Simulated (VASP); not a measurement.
CO2:

```
C O
1.0
    -1.77590    1.77590    2.95920
     1.77590   -1.77590    2.95920
     1.77590    1.77590   -2.95920
C O
2 4
Direct
  0.00000 0.00000 0.00000
  0.75000 0.25000 0.50000
  0.37500 0.33900 0.46400
  0.66100 0.12500 0.03600
  0.87500 0.91100 0.53600
  0.08900 0.62500 0.96400
```

```yaml
Program: VASP 6.6.1
Task: relaxation of cell and atoms
Functional: PBE
Potentials_or_basis: VASP PAW PBE potentials, release 64 (C, O)
Cutoff: 600 eV
k_mesh: 12 × 12 × 12
Occupations: gaussian, width 0.03 eV
Spin: no spin polarisation
```

At the start: pressure 39.6 GPa; volume 6.22 Å³/atom.

Q: How do energy, volume and symmetry change on relaxing?

A: Over 20 steps the energy falls by 225.9 meV/atom and the volume is 7.86 Å³/atom (+26.4 %); space group I-42d (No. 122, to 0.05 Å).

Step by step:
```tsv
step	energy change (eV)	largest force (eV/Å)	pressure (GPa)	volume (Å³)
1	0.0000	1.2825	39.58	37.33
2	-0.8583	1.9473	-14.92	46.26
3	-0.9004	1.8328	-7.33	44.36
4	-1.1700	0.5047	6.37	45.28
5	-1.1868	0.0606	3.45	45.10
6	-1.2724	0.0035	0.32	46.27
7	-1.3271	0.0796	-5.31	48.61
8	-1.3288	0.0628	-4.30	48.17
9	-1.3391	0.4189	3.97	47.07
10	-1.3480	0.2191	0.51	47.52
11	-1.3543	0.0146	-0.71	47.43
12	-1.3545	0.0171	-0.55	47.44
13	-1.3548	0.0419	0.33	47.23
14	-1.3548	0.0365	0.14	47.28
15	-1.3550	0.0032	-0.05	47.23
16	-1.3550	0.0094	-0.07	47.22
17	-1.3551	0.0014	0.11	47.18
18	-1.3551	0.0032	0.19	47.15
19	-1.3551	0.0150	-0.15	47.20
20	-1.3551	0.0074	-0.02	47.18
```

Final structure:
```yaml
crystal:
  lattice:
    - [-1.98410, 1.98410, 2.99606]
    - [1.98410, -1.98410, 2.99606]
    - [1.98410, 1.98410, -2.99606]
  atoms:
    - { symbol: C, position: [0.00000, 0.00000, 0.00000] }
    - { symbol: C, position: [0.75000, 0.25000, 0.50000] }
    - { symbol: O, position: [0.37500, 0.28979, 0.41479] }
    - { symbol: O, position: [0.71021, 0.12500, 0.08521] }
    - { symbol: O, position: [0.87500, 0.96021, 0.58521] }
    - { symbol: O, position: [0.03979, 0.62500, 0.91479] }
```

Caveat: the volume moved by over 15 % at a fixed basis, so the end points are rough; the volume moved by +26 % from the deposited cell, more than functionals usually miss.
